## Why molybdenum's d states form a tall block and its s states avoid the middle of it

Why do two kinds of valence electron in the same metal fill the energy scale so differently? In simple cubic molybdenum the d states crowd into a tall, uneven block around the Fermi energy. The s states begin below that block, peak at its lower edge, nearly vanish in its middle and return towards its upper end. The answer lies in how far each orbital reaches towards its neighbours, and in what happens when a wide band and a narrow one meet at the same energy.

Density of states of simple cubic Mo (a = 2.605 Å, relaxed with PAW) projected on Löwdin s and d orbitals, computed with Ansatz 0.2.0 using scalar-relativistic PBE, frozen-core PAW and no spin polarisation. The runs use a 420 eV cutoff, 12 × 12 × 12 k points and 0.03 eV Fermi-Dirac smearing. Tetrahedron method, 0.4 eV window, energies from the Fermi energy.

| energy (eV) | s (states/(eV atom)) | d (states/(eV atom)) |
| --- | --- | --- |
| -6.8 | 0.00 | 0.00 |
| -6.4 | 0.00 | 0.00 |
| -6.0 | 0.04 | 0.00 |
| -5.6 | 0.07 | 0.00 |
| -5.2 | 0.10 | 0.04 |
| -4.8 | 0.13 | 0.24 |
| -4.4 | 0.16 | 0.45 |
| -4.0 | 0.20 | 0.86 |
| -3.6 | 0.28 | 1.48 |
| -3.2 | 0.21 | 1.38 |
| -2.8 | 0.07 | 1.26 |
| -2.4 | 0.06 | 1.40 |
| -2.0 | 0.04 | 1.16 |
| -1.6 | 0.07 | 1.44 |
| -1.2 | 0.07 | 1.18 |
| -0.8 | 0.04 | 0.86 |
| -0.4 | 0.03 | 0.63 |
| 0.0 | 0.04 | 1.02 |
| 0.4 | 0.03 | 1.19 |
| 0.8 | 0.05 | 1.22 |
| 1.2 | 0.07 | 1.02 |
| 1.6 | 0.08 | 0.91 |
| 2.0 | 0.16 | 1.47 |
| 2.4 | 0.15 | 1.33 |
| 2.8 | 0.15 | 1.01 |
| 3.2 | 0.15 | 0.82 |
| 3.6 | 0.15 | 0.82 |
| 4.0 | 0.13 | 0.42 |
| 4.4 | 0.12 | 0.19 |
| 4.8 | 0.11 | 0.17 |
| 5.2 | 0.10 | 0.15 |
| 5.6 | 0.08 | 0.10 |

The columns s and d give the number of states per electronvolt and atom that have the character of an atomic s or d orbital. Energies count from the Fermi energy, so the rows below zero are filled. The values come from a density-functional calculation without spin polarisation, and both spin directions are included. The lattice is a hypothetical one: real molybdenum is body-centred cubic, with a deep minimum in the density of states near the Fermi energy, so these values do not describe the ordinary metal.

### From separate atoms to bands

Consider first the limit of atoms far apart. Each atom then has ten d states at one sharp energy and two s states at another, spin included. When the atoms approach, their orbitals overlap and each sharp level spreads into a band, but the number of states does not change. A band that spreads little must therefore be tall, and one that spreads widely must be low.

The 4d orbitals are compact and overlap only moderately, whereas the 5s orbital reaches far out and overlaps strongly. The sums over the rows show the consequence. About 9.7 of the ten d states lie within the energy range of the table, but only about 1.3 of the two s states do. Most of the remaining s weight is expected above the last row, in states that are strongly antibonding.

This accounts for the difference in height. Between −4.4 and 4.0 eV there is 9.8 times as much d weight as s weight. A factor of five comes simply from having ten states in place of two. The remaining factor, close to two, arises because a smaller fraction of the s states falls in this range.

### What sets the width of the block

A second limiting case shows where the bands begin and what spreads them. Take the wave that has the same phase in every cell, known as the Γ point. An s orbital then meets an orbital of its own sign on all six neighbours, which is the most bonding arrangement it can have. The calculation places this state at −6.4 eV, and it is the bottom of the valence band. The first rows with any weight, at −6.0 and −5.6 eV, accordingly show s but no d.

For d orbitals the same wave can be bonding or antibonding, depending on where the lobes point. Two of the five have lobes along the cube edges, which meet the neighbours head-on with equal sign and bond. The other three have lobes between the edges. Side by side and in phase, these orbitals turn lobes of opposite sign towards each other, which is antibonding.

The computed levels at Γ fit this picture: a pair lies at −4.1 eV and a group of three at 3.9 eV. Their separation of 7.9 eV is close to the width of the tall part of the d column. The group of three is not the very top of the d bands. Where the wave changes sign from each cell to the next, the pair becomes antibonding in its turn and lies higher still, at 6.28 eV, above the last row. The pair alone thus spans 10.3 eV, but the d column has already become thin before that energy. The width of the block is thus largely the energy difference between d orbitals that bond with their neighbours and d orbitals that oppose them. The assignment of the levels to particular lobes rests on symmetry and overlap, since the d column adds all five orbitals together.

### How far a free-electron picture goes

Near the band bottom the s electrons might be treated as free electrons moving through the whole crystal, with their states counted for the volume of one atom. This gives an estimate with no adjustable constant:

g(E) = (V / 2π²) · (2m/ħ²)^(3/2) · √(E − E₀)

Here g is the density of states for both spins, V = 17.68 Å³ is the volume per atom, m is the electron mass and E₀ = −6.378 eV is the computed band bottom. With ħ²/2m = 3.81 eV Å², the factor before the root is 0.120. At −5.6 eV the root is √0.778 = 0.88, and g comes out as 0.106 states per electronvolt and atom.

The table has 0.07 in that row, so the computed s density is about two thirds of the estimate. The order of magnitude is right, which supports the view of s as a wide, nearly free band. Part of the wave may have p character, which the table does not list, but this is unlikely to be the main reason. Symmetry forbids p character at Γ, so it should fade towards the band bottom, whereas the row at −6.0 eV falls even further short of the estimate. The finite set of k points is expected to account for only a small part of the shortfall at −5.6 eV. The rest may come from a band steeper than a free-electron one or from the choice of atomic orbitals, and the columns do not separate these.

The picture fails once d states enter. At −4.4 eV it gives 0.17 for all kinds of character together, while s and d already add up to 0.61. The s column alone, at 0.16, still looks free-electron-like there. Only the first valence band exists at this energy, because the second and third start at −4.1 eV, but bands are numbered by energy for each wave, so the first band need not have one character throughout. The d weight can come from s waves that take on d character, or from separate d waves at the zone edge. An orbital with lobes between the edges becomes bonding when the wave changes sign along both edges of its plane, and symmetry keeps it from mixing with s there. Much of the early d weight is expected to be of this second kind, though the columns do not separate the two.

### Why s empties the middle of the block

From −2.8 to 1.6 eV the s column stays at or below 0.08, with a mean of 0.05. Between 2.0 and 3.6 eV its mean is 0.15. A wide s band left to itself would run straight through the d energies without such a trough. A likely explanation is hybridisation, the mixing of s and d orbitals into common waves.

The simplest case is a single s level close to a single d level. If they can mix, they form a lower, bonding combination and an upper, antibonding one, and no state remains at the original energy. Now let a whole s band cross a d level at energy E_d, with a coupling of strength W. The s density found at energy E is then the one that the unmixed s band had at

E′ = E − W² / (E − E_d).

Far from the d level the correction is small and the s band looks undisturbed. Just below E_d the correction becomes large and positive, so E′ lies above the top of the unmixed band, where there are no states. Just above E_d it is large and negative, and E′ lies below the bottom of that band. In both cases the s density vanishes, and its weight is found on the two sides of the d level.

The computed metal softens this result. Its d levels are spread over several electronvolts, and the coupling depends on the direction of the wave and is zero at Γ. Between nearest neighbours it reaches only the pair of orbitals with lobes along the edges. The sharp gap of the model becomes a broad trough with a little s weight left in it. The s peak of 0.28 at −3.6 eV marks the lower side, the fall to 0.07 at −2.8 eV comes close to the top of the first valence band at −2.63 eV, and about three quarters of the occupied s weight lies in the rows up to −3.2 eV.

The table shows the trough, but its cause is argued from theory. That s and d both peak at −3.6 eV does not prove that they share the same waves, because a density of states adds up waves of every direction. Some s weight may also have given way to p character. A calculation with the s–d coupling removed would separate these effects, and none is available here.

### The irregular rows

The d block is far from flat. Its most striking dip is at −0.4 eV, where d falls to 0.63 after reaching 1.44 at −1.6 eV. The band edges of the same calculation show a change of shift at this point. The second valence band ends at −0.67 eV and the fourth has only just begun, at −0.73 eV.

A band in three dimensions usually contributes few states close to its edge, because only a small range of waves has energies near the extreme. At −0.4 eV the second band is gone, the fourth is still near its bottom and the fifth has not opened. The third band is the only one well away from both its edges. This makes the dip plausible, although the separate contribution of each band is not resolved, and a band numbered by energy can also end where two branches cross, with no loss of states. The mixing that empties the s column is expected to push weight of the edge-pointing d pair out of this range as well, which would deepen the dip.

A similar handover occurs higher up. The third band ends at 1.4 eV, and d drops to 0.91 in the row at 1.6 eV. The sixth band opens at 2.07 eV, close to the row where d rises to 1.47 and s doubles from 0.08 to 0.16. A new band normally starts gently, and this one opens only in the upper part of the row's energy window, so most of the jump is more likely to come from flat stretches of the bands already open, the fourth and fifth. The columns do not show which.

The smaller ups and downs, such as the shallow minimum at −2.0 eV, are of the kind that flat stretches of bands produce. They cannot be traced to particular waves from these columns. The energy window of 0.4 eV also blurs anything narrower, and the splitting of levels by spin–orbit coupling is absent from the calculation.

### Where the electrons stop

The Fermi energy follows from counting. Filling the rows up to zero, with half of the row at zero included, gives about 5.2 d electrons and 0.6 s electrons. The remaining 0.2 of the six valence electrons is not found in these two columns and is probably mostly p. Such counts depend somewhat on the atomic orbitals chosen for the projection.

The d shell is therefore about half full. Because the lower part of a d band is mainly bonding and the upper part mainly antibonding, half filling uses most of the bonding states and leaves most of the antibonding ones empty. This helps to explain the strong cohesion and high melting points of metals near the middle of the 4d and 5d series. The table supplies the filling but no binding energy.

The Fermi energy does not fall in the dip but on the rising side above it, where d makes up 96 % of the combined s and d density. Nothing obliges it to settle in a dip: it lies where the states below it just hold all the electrons. For a neighbouring element on the same lattice, a first guess keeps the shape and moves the filling level: one electron fewer lowers it through the dip into the lower part of the block, and one more raises it. The guess worsens as the d orbitals contract or expand, because their overlap sets the width of the block.
